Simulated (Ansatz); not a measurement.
**Energy ranking of BaTiO3 structures**

Theory: DFT r2SCAN, scalar-relativistic, plane waves, PAW in Ansatz. Settings: cutoff 500 eV, Γ-centred meshes no coarser than 0.19 Å⁻¹ for metals and 0.3 Å⁻¹ for insulators (2π included), Gaussian smearing.

These are static lattice energies at zero pressure. Larger cells and other orderings weren't all tried, so the list isn't exhaustive. No run is spin-polarised.

```json
{"#": "1", "started from": "database cell", "space group": "R3m (No. 160)", "atoms": "5", "V (Å³/atom)": "13.0", "ΔE (meV/atom)": "0", "gap on mesh (eV)": "2.87"}
{"#": "2", "started from": "database cell", "space group": "P4mm (No. 99)", "atoms": "5", "V (Å³/atom)": "13.0", "ΔE (meV/atom)": "2", "gap on mesh (eV)": "2.23"}
{"#": "3", "started from": "cubic perovskite type", "space group": "Pm-3m (No. 221)", "atoms": "5", "V (Å³/atom)": "12.7", "ΔE (meV/atom)": "9", "gap on mesh (eV)": "2.17"}
```

The first two are tied within the noise. The first: Space group R3m (No. 160), trigonal, a = 5.680 Å, c = 6.994 Å. Ba is coordinated by 12 O at 2.78–2.93 Å (next Ti at 3.40 Å); Ti is coordinated by 3 O at 1.87 Å and 3 O at 2.16 Å; around O lie 1 Ti at 1.87 Å and 1 Ti at 2.16 Å. Its energy against the elements is -3.408 eV/atom. Formation energies are uncorrected and refer to the lowest elemental structures computed at the same level (O₂ as a molecule).

```cif
data_structure
_symmetry_space_group_name_H-M 'R3m:H'
_symmetry_Int_Tables_number 160
_cell_length_a 5.6801
_cell_length_b 5.6801
_cell_length_c 6.9941
_cell_angle_alpha 90.000
_cell_angle_beta 90.000
_cell_angle_gamma 120.000
_cell_volume 195.42
loop_
_atom_site_label
_atom_site_type_symbol
_atom_site_symmetry_multiplicity
_atom_site_Wyckoff_symbol
_atom_site_fract_x
_atom_site_fract_y
_atom_site_fract_z
_atom_site_occupancy
Ba1 Ba 3 a 0.33333 0.66667 0.66347 1
Ti1 Ti 3 a 0.33333 0.66667 0.15001 1
O1 O 9 b 0.49680 0.99360 0.01302 1
```

The second: Space group P4mm (No. 99), tetragonal, a = 3.972 Å, c = 4.113 Å. Ba is coordinated by 12 O at 2.79–2.92 Å (next Ti at 3.44 Å); Ti has 1 O at 1.82 Å, 4 O at 1.99 Å and 1 O at 2.29 Å; around O on Wyckoff site b (1 atom of the primitive cell) lie 1 Ti at 1.82 Å; around O on Wyckoff site c (2 atoms of the primitive cell) lie 2 Ti at 1.99 Å.